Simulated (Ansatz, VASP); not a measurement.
One calculation of BAs, two programs

The input INCAR:

```
PREC = Accurate
ENCUT = 520
EDIFF = 1E-7
ISMEAR = 0
SIGMA = 0.05
LREAL = False
LASPH = True
NELM = 80
ALGO = Normal
ISIF = 2
LWAVE = False
LCHARG = True
GGA = PS
LELF = True
LVHAR = True
NBANDS = 11
```

File KPOINTS:

```
regular mesh
0
Gamma
  12 12 12
```

File POSCAR:

```
BAs
1.0
    0.0000000000      2.4153130253      2.4153130253
    2.4153130253      0.0000000000      2.4153130253
    2.4153130253      2.4153130253      0.0000000000
B As
1 1
Direct
    0.0000000000      0.0000000000      0.0000000000
    0.7500000000      0.7500000000      0.7500000000
```

Input for Ansatz:

```yaml
crystal:
  lattice:
    - [0.0, 2.4153130253, 2.4153130253]
    - [2.4153130253, 0.0, 2.4153130253]
    - [2.4153130253, 2.4153130253, 0.0]
  atoms:
    - { symbol: B, position: [0.0, 0.0, 0.0] }
    - { symbol: As, position: [0.75, 0.75, 0.75] }
basis:
  ecutwfc: 420
  ecutrho_ratio: 4
kpoints:
  mp_grid: { grid: [12, 12, 12] }
hamiltonian:
  xc: pbesol
scf:
  occupations: { method: gaussian, width: 0.05 }
output:
  forces: true
  stress: true
  eigenvalues: true
```

Alike in both runs: task single point; functional PBEsol; k mesh 12 × 12 × 12; occupations gaussian, width 0.05 eV; no spin polarisation.

```csv
,VASP,Ansatz
version,VASP 6.6.1,Ansatz 0.2.0
potentials or method,"VASP PAW PBE potentials, release 64 (B, As)","scalar-relativistic, plane waves, PAW"
plane-wave cutoff (eV),520,420
valence electrons in the cell,8,18
```

Ansatz gave:

| Item | Value |
| --- | --- |
| gap on the k mesh at the Fermi level (eV) | 1.12 |
| least direct gap on the mesh (eV) | 3.20 |
| pressure (GPa) | -5.1 |

Estimate VASP's values.

gap on the k mesh at the Fermi level (eV): 1.12; least direct gap on the mesh (eV): 3.20; pressure (GPa): -4.3.

The two sets of potentials don't hold the same shells in valence.

Caveats: the PAW data sets were made with another functional, which shifts forces and pressure a little (VASP). Expect the measured gap to be larger: semilocal functionals such as PBEsol lack the derivative discontinuity. A k mesh can miss the band edges.
